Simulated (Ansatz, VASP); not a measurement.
**One calculation of SrO, two programs**

```
CELL_PARAMETERS angstrom
0.01266 2.53853 2.53853
2.53853 0.01266 2.53853
2.53853 2.53853 0.01266
ATOMIC_POSITIONS crystal
Sr 0.50000 0.50000 0.50000
O 0.00000 0.00000 0.00000
```

Change from the starting cell: equal xy, yz and zx engineering shears of +0.5 %.

Alike in both runs: functional LDA; k mesh 8 × 8 × 8; no spin polarisation.

Ansatz relaxed the structure, and its values are those at the end. VASP's run is a single point on that final structure, the one shown.

```csv
,VASP,Ansatz
version,VASP 6.6.1,Ansatz 0.2.0
potentials or method,"VASP PAW LDA potentials, release 64 (Sr_sv, O), cutoff 520 eV","all-electron LAPW, scalar-relativistic"
occupations,"gaussian, width 0.01 eV",fixed
```

|  | VASP | Ansatz | Ansatz less VASP |
| --- | --- | --- | --- |
| gap on the k mesh at the Fermi level (eV) | 3.05 | 3.12 | +0.062 |
| pressure (GPa) | 0.8 | 0.0 | -0.83 |

Ansatz ran all-electron here, so the differences hold the error of VASP's frozen core and of both bases.

A k mesh can miss the band edges.
